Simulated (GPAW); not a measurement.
Runs of GPAW 26.7.0 on ZnS (Wurtzite-2H). The structure is hexagonal, space group P6_3mc (No. 186). Conventional cell: a = 3.811 Å, b = 3.811 Å, c = 6.234 Å, α = 90.00°, β = 90.00°, γ = 120.00°. Zn (site symmetry 3m) is surrounded by 4 S at 2.31 to 2.40 Å. S (site symmetry 3m) has 4 Zn at 2.31 to 2.40 Å as nearest neighbours. 

| task | level | potentials or basis | cell | k mesh | band path | band points | ranks | optimizer | fmax | gap on the mesh (eV) | pressure (GPa) | largest force (eV/Å) |
| --- | --- | --- | --- | --- | --- | --- | --- | --- | --- | --- | --- | --- |
| band structure | r2SCAN | GPAW PAW data sets (gpaw-data 1.2.1), pw | as given | 7 × 7 × 4 | GMKGALHA,LM,KH | 80 | - | - | - | (b) | (a) | 0.31 |
| single point | PBEsol | PAW data sets generated in the run's folder for this functional, pw | atoms moved at random, drawn with an rms of 0.05 Å | 8 × 8 × 5 | - | - | 4 | - | - | 2.05 | -1.2 | 0.64 |
| relaxation of cell and atoms | RPBE+D3 | the program's PAW data sets (release 1.2.1) made for this functional, pw | relaxed to 5 GPa | 6 × 6 × 3 | - | - | - | FIRE | 0.02 eV/Å | 2.63 | 5.0 | - |
| relaxation of cell and atoms | PBEsol | PAW data sets generated in the run's folder for this functional, pw | relaxed to -1 GPa | 6 × 6 × 3 | - | - | - | BFGS | 0.01 eV/Å | 2.10 | -1.0 | 0.01 |

Alike in all rows: no spin polarisation; cutoff (eV) 600; smearing fermi-dirac 0.05 eV.

Fill in the values left out.

(a) -0.3; (b) 2.82.

Caveats: later steps reuse the first step's grids (some runs); the PAW data sets were made with another functional, which shifts forces and pressure a little (some runs).

Runs at the PBE level aren't shown here.
